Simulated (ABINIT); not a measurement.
Al:

```xyz
1
Lattice="0.0000 2.0248 2.0248 2.0248 0.0000 2.0248 2.0248 2.0248 0.0000" Properties=species:S:1:pos:R:3 pbc="T T T"
Al    0.0000    0.0000    0.0000
```

Program: ABINIT 10.8.3 (patched build). Alike in all runs: no spin polarisation; cell as given; smearing fermi-dirac 0.05 eV. Hardware: 1 thread of Arm Neoverse V2 (shared host).

Order these runs on this cell by their wall time, lowest first.
A. task band structure; level rSCAN; potentials or basis JTH PAW PBE v2.0; k mesh 11 × 11 × 11; cutoff (eV) 653; fine-grid cutoff 1251.72 eV; mesh quality not flagged
B. task band structure; level PBE; potentials or basis PseudoDojo NC SR PBE v0.4.1 standard; k mesh 11 × 11 × 11; cutoff (eV) 544; mesh quality not flagged
C. task band structure; level r2SCAN; potentials or basis Ansatz NC PBE; k mesh 11 × 11 × 11; cutoff (eV) 653; mesh quality not flagged
D. task single point; level LDA; potentials or basis JTH PAW LDA v2.0; k mesh 7 × 7 × 7; cutoff (eV) 544; fine-grid cutoff 1088.46 eV; mesh quality coarse

D (1.4 s), B (7.3 s), A (32 s), C (85 s).

Caveats: some runs use coarse meshes; a meta-GGA on potentials with a model core is unreliable (some runs).
